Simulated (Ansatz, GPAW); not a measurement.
BaZrO3 and the functional, program beside program

Space group Pm-3m (No. 221). a = 4.191 Å, b = 4.191 Å, c = 4.191 Å, α = 90.00°, β = 90.00°, γ = 90.00°
| atom | site | symmetry | x | y | z |
| --- | --- | --- | --- | --- | --- |
| Ba | 1a | m-3m | 0.0000 | 0.0000 | 0.0000 |
| Zr | 1b | m-3m | 0.5000 | 0.5000 | 0.5000 |
| O | 3c | 4/mm.m | 0.5000 | 0.5000 | 0.0000 |

Kept alike: task band structure; k mesh 6 × 6 × 6; occupations fermi-dirac, width 0.05 eV; no spin polarisation. The mesh is that of the run's cell of 5 atoms. No spin-orbit coupling.

- A: GPAW; the program's PAW data sets (release 1.2.1) made for this functional (LDA); GPAW PAW data sets (gpaw-data 1.2.1) (PBE); PAW data sets generated for this functional (PBEsol), cutoff 800 eV
- B: Ansatz, all-electron LAPW, scalar-relativistic

| functional | A: pressure (GPa) | B: pressure (GPa) |
| --- | --- | --- |
| LDA | -5.94 | -5.13 |
| PBE | 3.71 | 4.03 |
| PBEsol | -1.53 | -1.24 |

Pressure is positive in compression; plane-wave values hold the error of the finite cutoff.

**Question.** How large is the effect of the functional, and do the programs agree on it?

**Answer.** From LDA to PBE the pressure moves by +9.65 in A, +9.16 in B (GPa). Row by row the programs differ by 0.29 to 0.81, and over this span the shifts, as printed, agree within about 5 %. Shifts from LDA: PBE +9.65, +9.16; PBEsol +4.41, +3.89; the programs' shifts differ by up to 0.52.
